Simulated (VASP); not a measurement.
CuI: single point with HSE06

Crystal: CuI.

```
Cu I
1.0
     0.00000    3.02900    3.02900
     3.02900    0.00000    3.02900
     3.02900    3.02900    0.00000
Cu I
1 1
Direct
  0.25000 0.25000 0.25000
  0.00000 0.00000 0.00000
```

* Program: VASP 6.6.1
* Task: single point
* Functional: HSE06
* Potentials or basis: VASP PAW PBE potentials, release 64 (Cu, I)
* Cutoff: 520 eV
* k mesh: 6 × 6 × 6
* Occupations: fermi-dirac, width 0.02 eV
* Spin: no spin polarisation

```json
{"Pressure": "0.4 GPa", "Band gap on the k mesh": "2.60 eV, direct"}
```

Levels at points of the mesh, in eV from the valence-band top:
| k point | band 7 | band 8 | band 9 | band 10 | band 11 | band 12 |
| --- | --- | --- | --- | --- | --- | --- |
| (0.00, 0.00, 0.00) | 0.00 | 0.00 | 0.00 | 2.60 | 6.32 | 6.32 |
| (0.50, 0.00, 0.00) | -2.42 | -0.84 | -0.84 | 3.61 | 6.82 | 6.82 |
| (0.50, 0.50, 0.00) | -2.30 | -1.95 | -1.95 | 3.90 | 4.28 | 10.90 |

Wall time 11 min on 1 thread of Intel(R) Xeon(R) 6975P-C (Granite Rapids), with other jobs on the host, peak memory 0.3 GiB.

Caveat: the PAW data sets were made with another functional, which shifts forces and pressure a little; spin-orbit coupling is left out, which moves the levels of the heavy elements.
